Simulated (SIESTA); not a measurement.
**As under changes of volume**

One of the cells (21.961 Å³/atom); the others are scaled copies at fixed shape and fractional positions:

```xyz
2
Lattice="1.8933 1.0931 3.5373 -1.8933 1.0931 3.5373 0.0000 -2.1861 3.5373" Properties=species:S:1:pos:R:3 pbc="T T T"
As    0.0000    0.0000    2.3983
As    0.0000    0.0000    8.2137
```

- Program: SIESTA 5.4.2
- Functional: PBEsol
- Potentials or basis: PseudoDojo 0.4 standard (PBEsol files)
- Basis: DZP (energy shift 0.003 Ry; two zetas on semicore shells)
- Grid cutoff: 500 Ry
- Energy shift: 0.003 Ry
- k mesh: 9 × 9 × 9
- Occupations: fermi-dirac, width 0.05 eV
- Spin: no spin polarisation

```csv
volume (Å³/atom),energy over the lowest point (meV/atom),pressure (GPa),largest force (eV/Å)
20.239,46.94,8.4,1.285
20.669,27.36,6.3,1.113
21.100,13.31,4.3,0.969
21.961,0.07,0.8,0.663
22.392,0.00,-0.7,0.540
22.822,?,?,?
```

What does the run at 22.822 Å³/atom give?

Energy over the lowest point 5.35 meV/atom; pressure -2.0 GPa; largest force 0.426 eV/Å.

Worked out: A Birch-Murnaghan fit of order 3 (a polynomial in V^(-2/3)) to the other rows has its minimum at 22.18 Å³/atom with B0 = V·E''(V) = 77 GPa and B' = 3.7 at fixed shape and positions, which overstates the stiffness. It gives 3.79 meV/atom at 22.822 Å³/atom, against the run's 5.35, and -dE/dV = -2.1 GPa, against -2.0.

Energies are extrapolated to zero smearing.

Caveats: the basis of atomic orbitals isn't converged, which shifts pressures, moduli and gaps; forces of over 1 eV/Å show positions far from the minimum, so gaps and moduli don't describe the material at rest (some runs).
